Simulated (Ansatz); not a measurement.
**BaTe, response to strain**

The reference is BaTe in the rock salt structure (space group Fm-3m, No. 225; a = 6.941 Å). Axes: x, y, z lie along the cube axes.

Strains are applied to the cell and any free atomic positions relax; under biaxial strain the out-of-plane vector relaxes too.

Calculations: PBEsol (Ansatz, a first-principles code; PAW; 420 eV plane waves; spin-orbit coupling left out).

Notes on the quantities. pressure: mean of the normal stresses, compression positive.

```csv
case,pressure,electron mass,band gap,shortest interatomic distance
base,0.0 kbar,"1.3 mₑ along k, 0.26 mₑ across (at X)",1.46 eV,3.471 Å
"biaxial strain −3.00 %, plane normal [001], relaxed out of plane",21.1 kbar,–,1.30 eV,3.367 Å
"biaxial strain −2.50 %, plane normal [001], relaxed out of plane",16.9 kbar,–,1.33 eV,3.384 Å
"biaxial strain −1.00 %, plane normal [001], relaxed out of plane",6.1 kbar,"1.3 mₑ along k, 0.26 mₑ across (at X)",1.41 eV,3.436 Å
"biaxial strain −0.50 %, plane normal [001], relaxed out of plane",2.9 kbar,"1.3 mₑ along k, 0.26 mₑ across (at X)",1.44 eV,3.453 Å
"biaxial strain +0.50 %, plane normal [001], relaxed out of plane",-2.7 kbar,"1.3 mₑ along k, 0.26 mₑ across (at X)",1.47 eV,3.467 Å
"biaxial strain +1.00 %, plane normal [001], relaxed out of plane",-5.3 kbar,"1.3 mₑ along k, 0.27 mₑ across (at X)",1.48 eV,3.463 Å
"biaxial strain +1.50 %, plane normal [001], relaxed out of plane",-7.7 kbar,"1.3 mₑ along k, 0.27 mₑ across (at X)",1.49 eV,3.459 Å
"biaxial strain +2.00 %, plane normal [001], relaxed out of plane",-9.9 kbar,"1.3 mₑ along k, 0.28 mₑ across (at X)",1.49 eV,3.455 Å
"biaxial strain +2.50 %, plane normal [001], relaxed out of plane",-11.9 kbar,"1.3 mₑ along k, 0.28 mₑ across (at X)",1.50 eV,3.451 Å
```

Spin-orbit coupling, missing from the scalar runs, can matter with Te. Effective masses come from finite differences of ±0.01 Å⁻¹. Along k means along the line from Γ to the band edge. Stability against distortions was not tested.
